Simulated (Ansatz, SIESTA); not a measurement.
## PbO2: changing the functional

```xyz
6
Lattice="4.9950 0.0000 0.0000 0.0000 4.9950 0.0000 0.0000 0.0000 3.4090" Properties=species:S:1:pos:R:3 pbc="T T T"
Pb    2.4975    2.4975    1.7045
Pb    0.0000    0.0000    0.0000
O     3.4594    3.4594    0.0000
O     4.0331    0.9619    1.7045
O     0.9619    4.0331    1.7045
O     1.5356    1.5356    0.0000
```

The cell is a database's computed one, not the measured one.

Kept alike: task band structure; k mesh 6 × 6 × 8; occupations fermi-dirac, width 0.05 eV; no spin polarisation. Program: SIESTA, potentials by row: files PseudoDojo sr-lda-0.4.1-standard, DZP (energy shift 0.003 Ry; two zetas on semicore shells) (LDA); files PseudoDojo sr-pbe-0.4.1-standard, DZP (energy shift 0.003 Ry; two zetas on semicore shells) (PBE); files PseudoDojo sr-pbesol-0.4.1-standard, DZP (energy shift 0.003 Ry; two zetas on semicore shells) (PBEsol). The mesh is that of the run's cell of 6 atoms. No spin-orbit coupling.

```csv
functional,pressure (GPa)
LDA,1.39
PBE,11.53
PBEsol,6.28
```

Pressure is positive in compression. For a metal such a mesh leaves the last digits unconverged.

The pressure runs from 1.39 (LDA) to 11.53 GPa (PBE). From PBE: LDA -10.14; PBEsol -5.25. A twin series (Ansatz, all-electron LAPW, scalar-relativistic) moves it by +4.130 between LDA and PBEsol, against +4.898 GPa here.
